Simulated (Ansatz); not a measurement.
**F: pressure up to the limit of the methods**

An exercise on one series of results from a longer session: the logs are not shown, and one member is left open.

Computed with Ansatz 0.2.0 (DFT PBE, with the methods named in each step, unless a step's input says otherwise).

**The system as given**

It takes space group Im-3m (No. 229, cubic). The conventional cell has a = 2.962 Å, b = 2.962 Å, c = 2.962 Å, α = 90.00°, β = 90.00°, γ = 90.00°. Around F (site symmetry m-3m) lie 8 F at 2.57 Å.

Coordinates:

```
CELL_PARAMETERS angstrom
-1.48125 1.48125 1.48125
1.48125 -1.48125 1.48125
1.48125 1.48125 -1.48125
ATOMIC_POSITIONS crystal
F 0.00000 0.00000 0.00000
```

Whether this phase is the stable one at these pressures isn't tested.

Set-up of the first run:

input.yaml

```yaml
crystal:
  lattice:
    - [-1.4812480342, 1.4812480342, 1.4812480342]
    - [1.4812480342, -1.4812480342, 1.4812480342]
    - [1.4812480342, 1.4812480342, -1.4812480342]
  atoms:
    - { symbol: F, position: [0.0, 0.0, 0.0] }
kpoints:
  mp_grid: { grid: [18, 18, 18] }
scf:
  occupations: { method: fermi_dirac, width: 0.08 }
hamiltonian:
  xc: pbe
  pseudopotentials: { kind: paw }
output:
  forces: true
  stress: true
  write_density: true
  write_potential: true
  elf: true
  volumetric_format: npy
relax:
  f_tol: 0.005
  max_steps: 40
  cell: {}
```

The run is started by

```console
> ansatz run input.yaml --threads 1 --pin off --max-ram 2048MiB --backend cpu --events-out ev --progress --plain --runs-dir out
```

Among the steps run: Cell relaxed at zero pressure, PAW; More of the same log: cell relaxed at zero pressure; Volume scaled by 1, PAW; Volume scaled by 0.88, PAW; Volume scaled by 0.88, PAW (core large); Volume scaled by 0.78, PAW; Volume scaled by 0.68, PAW; Volume scaled by 0.58, PAW; Volume scaled by 0.5, PAW; Volume scaled by 0.43, PAW; Volume scaled by 0.43, PAW (cutoff 1000 eV).

One of the session's tables, all rows but one given; the rest of the session is left out.

| method | volume over the first | volume (Å³/atom) | pressure (GPa) |
| --- | --- | --- | --- |
| PAW | 1 | 10.149 | -0.04 |
| PAW | 0.88 | 8.932 | 9.22 |
| PAW | 0.78 | 7.917 | 25.05 |
| PAW | 0.68 | 6.902 | 56.00 |
| PAW | 0.58 | 5.887 | 118.78 |
| PAW | 0.5 | ? | ? |
| PAW | 0.43 | 4.364 | 381.22 |
| PAW (core large) | 0.88 | 8.932 | 9.22 |
| PAW (cutoff 1000 eV) | 0.43 | 4.364 | 380.80 |

Estimate the missing values for PAW, 0.5.

As computed: volume (Å³/atom): 5.075; pressure (GPa): 218.13. In the column «volume (Å³/atom)» it lies between PAW (cutoff 1000 eV), 0.43 (4.364) and PAW, 0.58 (5.887).
